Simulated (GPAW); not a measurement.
The system is Al.

```
Al
1.0
     2.81246    0.00000    0.00000
    -1.40623    2.43566    0.00000
     0.00000    0.00000    4.86685
Al
2
Cartesian
  0.0000 1.6238 1.2167
  1.4062 0.8119 3.6501
```

This isn't the form of Al at room conditions, which is fcc.

| Quantity | Value |
| --- | --- |
| Program | GPAW 26.7.0 |
| Task | single point |
| Functional | PBE |
| Potentials or basis | GPAW PAW data sets (gpaw-data 1.2.1) |
| Cutoff | 600 eV |
| Basis | pw |
| k mesh | 11 × 11 × 6 |
| Occupations | fermi-dirac, width 0.05 eV |
| Spin | no spin polarisation |

On this cell: pressure 0.3 GPa; largest force under 0.003 eV/Å; band gap on the k mesh none (metal or under the smearing width).

The same run follows on a disturbed copy (atoms moved at random, drawn with an rms of 0.05 Å):

```xyz
2
Lattice="2.8125 0.0000 0.0000 -1.4062 2.4357 0.0000 0.0000 0.0000 4.8669" Properties=species:S:1:pos:R:3 pbc="T T T"
Al   -0.0255    1.5758    1.1943
Al    1.4069    0.8260    3.6656
```

Question: What changes?

Answer: The energy (extrapolated to zero smearing) moves by +2.2 meV/atom; pressure 0.4 GPa; largest force 0.138 eV/Å; band gap on the k mesh none (metal or under the smearing width).

Forces on the atoms (eV/Å):
```
Al   0.024  0.046  0.128
Al  -0.024 -0.046 -0.128
```

Stress tensor (GPa, compression positive):
```
 1.95  0.02  0.03
 0.02  1.86  0.07
 0.03  0.07 -2.68
```
